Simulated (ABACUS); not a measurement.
Runs of ABACUS 3.10.1 on Ni. Symmetry: Fm-3m, No. 225, cubic system. Conventional cell: a = 3.475 Å, b = 3.475 Å, c = 3.475 Å, α = 90.00°, β = 90.00°, γ = 90.00°. Ni (site symmetry m-3m) is surrounded by 12 Ni at 2.46 Å. 

```tsv
task	level	potentials or basis	cell	k mesh	cutoff (eV)	symmetry key	max steps of the relaxation	force threshold	optimiser	stress threshold	mesh quality	gap on the mesh (eV)	pressure (GPa)	moment (μB)
single point	SOGGA	PseudoDojo NC SR 0.4.1 PBEsol standard, plane waves	as given	10 × 10 × 10	1333	1	-	-	-	-	not flagged	none	-4.6	0.73
single point	SCAN	SG15 ONCV 1.2 PBE, plane waves	as given	8 × 8 × 8	1537	1	-	-	-	-	coarse	none	(a)	0.70
single point	BLYP	SPMS ONCV 1.0 PBE, plane waves	as given	10 × 10 × 10	1333	1	-	-	-	-	not flagged	none	14.2	(b)
relaxation of cell and atoms	SCAN	SG15 ONCV 1.2 PBE, plane waves	relaxed	8 × 8 × 8	1537	1	60	0.01 eV/Å	cg	0.2 kbar	coarse	none	0.0	0.70
```

Alike in all rows: spin collinear, ferromagnetic start; smearing fermi-dirac 0.05 eV.

Question: Estimate the missing entries.

Answer: (a) -2.6; (b) 0.68.

Caveats: some runs use coarse meshes; the potentials were made for another functional, which shifts forces and pressure.

A gap of «none» marks a metal or a gap under the smearing width.

Runs at the PBE level aren't shown here.
